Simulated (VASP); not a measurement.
**Zr: relaxation of cell and atoms with LDA**

Crystal: Zr.

```
CELL_PARAMETERS angstrom
5.03280 0.00000 0.00000
-2.51640 4.35853 0.00000
0.00000 0.00000 3.13240
ATOMIC_POSITIONS crystal
Zr 0.66667 0.33333 0.50000
Zr 0.33333 0.66667 0.50000
Zr 0.00000 0.00000 0.00000
```

The cell was built by a generator and needn't be a form met in nature.

```json
{
 "Program": "VASP 6.6.1",
 "Task": "relaxation of cell and atoms",
 "Functional": "LDA",
 "Potentials or basis": "VASP PAW LDA potentials, release 64 (Zr_sv)",
 "Cutoff": "600 eV",
 "k mesh": "9 × 9 × 12",
 "Occupations": "methfessel-paxton, width 0.1 eV",
 "Spin": "no spin polarisation",
 "Further INCAR settings": "ALGO = Normal; EDIFF = 1e-06; IBRION = 2; EDIFFG = -0.01; NSW = 90; ISIF = 3"
}
```

```yaml
Relaxed_volume: 21.57 Å³/atom
Relaxed_cell: a = 4.919 Å, b = 4.919 Å, c = 3.088 Å, α = 90.00°, β = 90.00°, γ = 120.00°
Space_group_after_relaxing_to_0.05_Å: P6/mmm (No. 191)
Energy_gained_by_relaxing: 25.3 meV/atom
Ionic_steps: 6
Pressure_after_relaxing: 0.1 GPa
Band_gap_on_the_k_mesh: none (metal or under the smearing width)
```

The path:
```
step  energy change (eV)  largest force (eV/Å)  pressure (GPa)  volume (Å³)
   1              0.0000                0.0000           -5.76        68.71
   2              0.0121                0.0000            7.55        60.85
   3             -0.0754                0.0000           -0.04        64.78
   4             -0.0754                0.0000            0.08        64.71
   5             -0.0758                0.0000            0.06        64.72
   6             -0.0758                0.0000            0.06        64.72
```

Final structure:
```
Zr
1.0
     4.91924    0.00000    0.00000
    -2.45962    4.26019    0.00000
     0.00000    0.00000    3.08839
Zr
3
Direct
  0.66667 0.33333 0.50000
  0.33333 0.66667 0.50000
  0.00000 0.00000 0.00000
```

Levels at points of the mesh, in eV from the Fermi level:
```
           k point  band 14  band 15  band 16  band 17  band 18  band 19  band 20  band 21  band 22
(0.00, 0.00, 0.00)    -2.60    -0.46    -0.46    -0.39    -0.39    -0.18     0.86     1.68     1.68
(0.00, 0.00, 0.50)    -2.76    -2.09    -2.04    -2.04    -1.28     1.26     1.26     1.77     1.77
```

Run time: 5.3 min on 1 thread of AMD EPYC 9R45 96-Core Processor (Zen 5) (shared host), peak memory 0.23 GiB.
